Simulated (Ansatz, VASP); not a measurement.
**Two plane-wave programs on LiTa2O5**

```xyz
8
Lattice="5.7566 0.0000 0.0000 -2.8783 4.9854 0.0000 0.0000 0.0000 3.9017" Properties=species:S:1:pos:R:3 pbc="T T T"
Li    0.0000    0.0000    0.0000
Ta    0.0000    3.3236    1.9508
Ta    2.8783    1.6618    1.9508
O     0.0000    3.3236    0.0000
O    -0.9110    1.5780    1.9508
O     1.9673    3.4074    1.9508
O     1.8221    0.0000    1.9508
O     2.8783    1.6618    0.0000
```

Alike in both runs: functional PBE; k mesh 6 × 6 × 10; occupations gaussian, width 0.1 eV; no spin polarisation.

Ansatz relaxed the structure, and its values are those at the end. VASP's run is a single point on that final structure, the one shown.

|  | VASP | Ansatz |
| --- | --- | --- |
| version | VASP 6.6.1 | Ansatz 0.2.0 |
| potentials or method | VASP PAW PBE potentials, release 64 (Li_sv, Ta_pv, O) | scalar-relativistic, plane waves, PAW |
| plane-wave cutoff (eV) | 520 | 420 |
| valence electrons in the cell | 55 | 59 |

```tsv
	VASP	Ansatz	Ansatz less VASP
gap on the k mesh at the Fermi level (eV)	none	none	-
rms of the force components (eV/Å)	0.031	0.000	-0.0307
```

A gap of «none» marks a metal or a gap that the smearing closes. The two sets of potentials don't hold the same shells in valence.

Caveats: an odd number of electrons without spin polarisation forces a metal; a magnetic or distorted state may lie lower. Spin-orbit coupling is left out, which matters for the levels of Ta.
